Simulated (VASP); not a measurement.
Set up this calculation in VASP 6.6.1, as the native input.

```
Task                   : single point
Functional             : PBE
Potentials or basis    : VASP PAW PBE potentials, release 64 (Hg)
Cutoff                 : 520 eV
k mesh                 : 8 × 8 × 8
Occupations            : gaussian, width 0.05 eV
Spin                   : no spin polarisation
Dipole correction      : no
Further INCAR settings : ALGO = Normal; EDIFF = 1e-07; NBANDS = 12
```

The structure of Hg lies in POSCAR:

```
Hg
1.0
   -1.7913577498      1.7913577498      1.7913577498
    1.7913577498     -1.7913577498      1.7913577498
    1.7913577498      1.7913577498     -1.7913577498
Hg
1
Direct
    0.0000000000      0.0000000000      0.0000000000
```

The cell was built by a generator and needn't be a form met in nature.

One way to write it, as run:

INCAR

```
PREC     = Accurate       # precision mode
ENCUT    = 520            # plane-wave cutoff, eV
EDIFF    = 1E-7           # SCF threshold, eV
ISMEAR   = 0              # smearing method
SIGMA    = 0.05           # smearing width, eV
LREAL    = F              # projectors in reciprocal space
LASPH    = T              # aspherical terms in the spheres
NELM     = 60             # most SCF steps
ALGO     = Normal         # electronic algorithm
ISIF     = 2              # what is computed and relaxed
LWAVE    = F              # write WAVECAR
LCHARG   = F              # write CHGCAR
GGA      = PE             # functional
NBANDS   = 12             # bands
```

KPOINTS

```
Automatic mesh
0
Gamma
  8 8 8
```

Potentials or basis: VASP PAW PBE potentials, release 64 (Hg).

Launch:

```sh
$ cat potpaw_PBE.64/Hg/POTCAR > POTCAR
$ mpirun -np 1 vasp_std > vasp.out
```

It gave:

* Pressure: 7.6 GPa
* Band gap on the k mesh: none (metal or under the smearing width)

Wall time 2.6 s on 1 thread of Intel(R) Xeon(R) 6975P-C (Granite Rapids), with other jobs on the host, peak memory 0.14 GiB.
